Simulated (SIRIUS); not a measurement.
# Be in SIRIUS: convergence with k mesh

Crystal: Be.

```xyz
1
Lattice="-1.2531 1.2531 1.2531 1.2531 -1.2531 1.2531 1.2531 1.2531 -1.2531" Properties=species:S:1:pos:R:3 pbc="T T T"
Be    0.0000    0.0000    0.0000
```

This isn't the form of Be at room conditions, which is hcp.

```yaml
Program: SIRIUS 7.12.0
Task: convergence study
Functional: PBE
Potentials_or_basis: all-electron FP-LAPW
Cutoff: 159 eV
Basis: apw+lo standard
k_mesh: 2 × 2 × 2
Occupations: fermi-dirac, width 0.05 eV
Spin: no spin polarisation
```

These are the settings of the first run; the series varies k mesh, with any setting tied to it.

Hardware: 1 thread of Arm Neoverse V1, on a shared host.

```
      k mesh  energy less the tightest run, at zero smearing (meV/atom)  SCF cycles  CPU time (s)  peak memory (GiB)
   2 × 2 × 2                                                     960.72           6           8.2                0.2
   4 × 4 × 4                                                      45.78           6           8.7                0.2
   7 × 7 × 7                                                      15.27           6           9.1               0.21
   9 × 9 × 9                                                     -15.05           5           8.9               0.22
12 × 12 × 12                                                       8.79           6            10               0.23
15 × 15 × 15                                                       1.68           6            12               0.25
19 × 19 × 19                                                       0.00           6            14               0.29
```

Not settled before the last step: the energy (to 1 meV/atom). Meshes of other sizes hit other points, so gaps and Fermi surfaces needn't settle smoothly. The tightest run that finished is the yardstick and may itself not be fully converged.
